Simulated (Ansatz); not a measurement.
Ta2N:

```xyz
3
Lattice="3.1129 0.0000 0.0000 -1.5564 2.6958 0.0000 0.0000 0.0000 4.8698" Properties=species:S:1:pos:R:3 pbc="T T T"
Ta    0.0000    1.7972    1.2404
Ta    1.5564    0.8986    3.6294
N     0.0000    0.0000    0.0000
```

The cell comes from a database or a generator and needn't be the stable form of this composition.

* Program: Ansatz 0.2.0
* Task: relaxation of cell and atoms
* Functional: PBEsol
* Potentials or basis: Ansatz PAW
* Cutoff: 420 eV (not typed: the program's choice for these potentials)
* k mesh: 10 × 10 × 6
* Occupations: fermi-dirac, width 0.05 eV
* Spin: no spin polarisation
* Hubbard terms: Ta d U = 8 eV

At the start: volume 13.62 Å³/atom.

Task: How do energy, volume and symmetry change on relaxing?

Result: It ends after 8 steps and the volume is 13.86 Å³/atom (+1.7 %); space group P-3m1 (No. 164, to 0.05 Å).

The path:
```tsv
step	energy change (eV)	largest force (eV/Å)	volume (Å³)
1	0.0000	0.0657	40.87
2	-0.0820	0.9932	41.75
3	-0.1090	0.0871	41.99
4	-0.1124	0.0010	41.66
5	-0.1128	0.0029	41.55
6	-0.1156	0.0032	41.55
7	-0.1156	0.0012	41.57
8	-0.1156	0.0012	41.57
```

Final structure:
```cif
data_structure
_symmetry_space_group_name_H-M 'P 1'
_symmetry_Int_Tables_number 1
_cell_length_a 3.0621
_cell_length_b 3.0621
_cell_length_c 5.1194
_cell_angle_alpha 90.000
_cell_angle_beta 90.000
_cell_angle_gamma 120.000
_cell_volume 41.57
loop_
_atom_site_label
_atom_site_type_symbol
_atom_site_fract_x
_atom_site_fract_y
_atom_site_fract_z
_atom_site_occupancy
Ta1 Ta 0.33333 0.66667 0.25709 1
Ta2 Ta 0.66667 0.33333 0.74291 1
N1 N 0.00000 0.00000 0.00000 1
```

Caveat: the plane-wave basis is chosen anew once the cell has moved, so the energies of steps on either side of that aren't comparable; U without spin polarisation on a metal has little footing; the PAW data sets come from PBE, with cores solved anew for the run's functional, which leaves a small shift of forces and pressure.
